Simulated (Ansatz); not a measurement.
# Evanescent states of Li$_{3}$N (P6/mmm, 4 atoms a cell, 10.9 Å³ an atom) along the normal of (001)

These are r2SCAN (plane waves, PAW; Ansatz, an electronic-structure program) values and carry that method's errors.

The gap is the functional's own. No spin-orbit coupling. Mid-gap values are those at the computed energy nearest the middle.

Energies count from the valence-band top; κ is the least over a 12×12 mesh across the current.

| E (eV) | κ (1/Å) | where |
|---|---|---|
| 0.04 | 0.226 | Γ |
| 0.14 | 0.273 | Γ |
| 0.23 | 0.269 | Γ |
| 0.32 | 0.263 | Γ |
| 0.41 | 0.257 | Γ |
| 0.49 | 0.250 | Γ |
| 0.58 | 0.242 | Γ |
| 0.68 | 0.233 | Γ |
| 0.77 | 0.223 | Γ |
| 0.85 | 0.211 | Γ |
| 0.94 | 0.198 | Γ |
| 1.03 | 0.183 | Γ |
| 1.12 | 0.166 | Γ |
| 1.22 | 0.145 | Γ |
| 1.30 | 0.120 | Γ |
| 1.40 | 0.085 | Γ |

Problem. How thick must the barrier be to attenuate the transmission by 10^4 when the electrodes' Fermi level lies at 1.30 eV, and what attenuation does that film give at 1.12 eV?

Solution. d = 4 ln 10 / (2 × 0.120) = 38.4 Å. At 1.12 eV it gives 4 × 0.166/0.120 = 5.5 decades.
